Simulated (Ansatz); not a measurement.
# ZrS2: the cost of one run

Program: Ansatz 0.2.0. PAW datasets, plane waves. Spin-unpolarised throughout; all numbers are computed.

**1. The structure to begin with**

The cell was relaxed beforehand with r2SCAN+rVV10.

It is trigonal, P-3m1 (No. 164); conventional cell a = 3.674 Å, c = 5.857 Å, 22.83 Å³ an atom. Near Zr stand 6 S at 2.57 Å; near S stand 3 Zr at 2.57 Å.

As a file:

```
CELL_PARAMETERS angstrom
3.67436 0.00000 0.00000
-1.83718 3.18209 0.00000
0.00000 0.00000 5.85714
ATOMIC_POSITIONS crystal
Zr 0.00000 0.00000 0.00000
S 0.66667 0.33333 0.75376
S 0.33333 0.66667 0.24624
```

**2. Band structure with PBE**

Contents of input.yaml:

```yaml
crystal:
  lattice:
    - [3.6743619257, 0.0, 0.0]
    - [-1.8371809629, 3.1820907704, 0.0]
    - [0.0, 0.0, 5.8571358029]
  atoms:
    - { symbol: Zr, position: [0.0, 0.0, 0.0] }
    - { symbol: S, position: [0.6666666667, 0.3333333333, 0.7537648221] }
    - { symbol: S, position: [0.3333333333, 0.6666666667, 0.2462351779] }
kpoints:
  mp_grid: { grid: [12, 12, 4] }
  band_path:
    path:
      - [[0.0, 0.0, 0.0], [0.5, -2.960893793946e-18, 4.023244453254e-18], [0.3333333333333, 0.3333333333333, 2.682162968836e-18], [0.0, 0.0, 0.0], [6.771033006341e-35, -7.732227284709e-35, 0.5], [0.5, -3.359231992453e-18, 0.5], [0.3333333333333, 0.3333333333333, 0.5], [6.771033006341e-35, -7.732227284709e-35, 0.5]]
      - [[0.5, -3.359231992453e-18, 0.5], [0.5, -2.960893793946e-18, 4.023244453254e-18]]
      - [[0.3333333333333, 0.3333333333333, 0.5], [0.3333333333333, 0.3333333333333, 2.682162968836e-18]]
    npoints: 10
hamiltonian:
  xc: pbe
scf:
  occupations: { method: fermi_dirac, width: 0.02 }
  n_extra_bands: 4
output:
  forces: true
  stress: true
  eigenvalues: true
```

Run with:

```bash
ansatz run input.yaml --threads 2 --pin off --max-ram 4608MiB --backend cpu --events-out ev --progress --plain --runs-dir out
```

What time and memory should one allow on 2 threads of Arm Neoverse V1, shared host?

About 3.4 s, with a peak of 0.36 GiB.
